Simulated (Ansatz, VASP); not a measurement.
**Co: VASP beside Ansatz**

```xyz
2
Lattice="2.5054 0.0000 0.0000 -1.2527 2.1697 0.0000 0.0000 0.0000 4.0893" Properties=species:S:1:pos:R:3 pbc="T T T"
Co    0.0000    1.4465    1.0223
Co    1.2527    0.7232    3.0670
```

Alike in both runs: task electric field gradients; functional LDA; k mesh 21 × 21 × 11; occupations fermi-dirac, width 0.05 eV; collinear spin.

```csv
,VASP,Ansatz
version,VASP 6.6.1,Ansatz 0.2.0
potentials or method,"VASP PAW LDA potentials, release 64 (Co)","plane-wave PAW, scalar-relativistic"
plane-wave cutoff (eV),520,420
valence electrons in the cell,18,34
```

Ansatz gave:

| Quantity | Value |
| --- | --- |
| pressure (GPa) | -22.3 |
| largest component of the traceless stress (GPa) | 1.83 |
| net moment per atom (μB) | 1.59 |
| size of the moment on the site where the two differ most (μB) | 1.64 |
| Vzz of the field gradient on the site that differs most (V/Å²) | -1.7 |

**Question.** Which values does VASP return?

**Answer.** Pressure (GPa): -23.0; largest component of the traceless stress (GPa): 1.94; net moment per atom (μB): 1.56; size of the moment on the site where the two differ most (μB): 1.57; Vzz of the field gradient on the site that differs most (V/Å²): -1.7.

Site moments also hang on the region over which each program counts them. The two sets of potentials don't hold the same shells in valence. Ansatz warned: «pseudo_functional_mismatch».

Caveats: so large a pressure means that the cell lies far from this level's equilibrium, or that cutoff or potentials fall short (VASP).
